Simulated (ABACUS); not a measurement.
## GaN: equation of state with PBEsol

GaN:

```
Ga N
1.0
     3.18000    0.00000    0.00000
    -1.59000    2.75396    0.00000
     0.00000    0.00000    5.16600
Ga N
2 2
Direct
  0.66667 0.33333 0.50000
  0.33333 0.66667 0.00000
  0.66667 0.33333 0.87500
  0.33333 0.66667 0.37500
```

| Property | Result |
| --- | --- |
| Program | ABACUS 3.10.1 |
| Task | equation of state |
| Functional | PBEsol |
| Potentials or basis | PseudoDojo NC SR 0.4.1 PBEsol standard |
| Cutoff | 1143 eV |
| Density cutoff | 4572 eV |
| Basis | plane waves |
| k mesh | 10 × 10 × 5 |
| Occupations | fermi-dirac, width 0.05 eV |
| Spin | no spin polarisation |

```json
{"Equilibrium volume": "11.38 Å³/atom", "Bulk modulus at fixed shape and positions": "188 GPa", "Pressure derivative of the bulk modulus": "4.4"}
```

Energy against volume, from the lowest point:
| volume (Å³/atom) | energy (meV/atom) |
| --- | --- |
| 10.632 | 32.71 |
| 10.858 | 15.26 |
| 11.084 | 4.58 |
| 11.310 | 0.00 |
| 11.537 | 0.89 |
| 11.763 | 6.69 |
| 11.989 | 16.92 |

All runs of the series together: 49 s on 4 threads of AMD EPYC 9R45 96-Core Processor (Zen 5), with other jobs on the host.

Caveat: the cell was scaled at fixed shape and fractional positions, which overstates the stiffness of a crystal with free parameters, most of all of layers and chains.
